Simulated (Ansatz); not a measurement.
MgS (F-43m) from a database structure, relaxed with r2SCAN: space group F-43m (No. 216), cubic; conventional cell a = 5.662 Å, 22.69 Å³ an atom. Around Mg lie 4 S at 2.45 Å; around S lie 4 Mg at 2.45 Å. One-shot G0W0@r2SCAN in Ansatz on a 4×4×4 mesh (contour deformation, no spin-orbit coupling), from an r2SCAN gap of 4.137 eV over the mesh points (the G0W0 gap is direct on the mesh); the number N of bands summed and the screening cutoff rise together. Spin-unpolarised throughout; all numbers are computed.

| N | cutoff (eV) | 1000/N | G0W0 gap (eV) |
| --- | --- | --- | --- |
| 81 | 80 | 12.346 | 5.266 |
| 178 | 140 | 5.618 | 5.392 |

Q: Lay a straight line in 1000/N through these rows.

A: The slope is -0.0187 eV per unit of 1000/N and the intercept 5.497 eV.

Q: Predict the gap at N = 321 (210 eV).

A: 5.497 + (-0.0187) × 3.115 = 5.439 eV; the run gives 5.452 eV, +0.013 eV from the line.

Q: With that run's result added, what limit do the last two rows suggest?

A: Their slope is (5.452 − 5.392)/(3.115 − 5.618) = -0.0240, which meets 1/N = 0 at 5.53 eV, against 5.497 eV from the first line. The slope steepens, so 1/N isn't yet asymptotic and the true limit probably lies higher still; the k mesh isn't extrapolated.
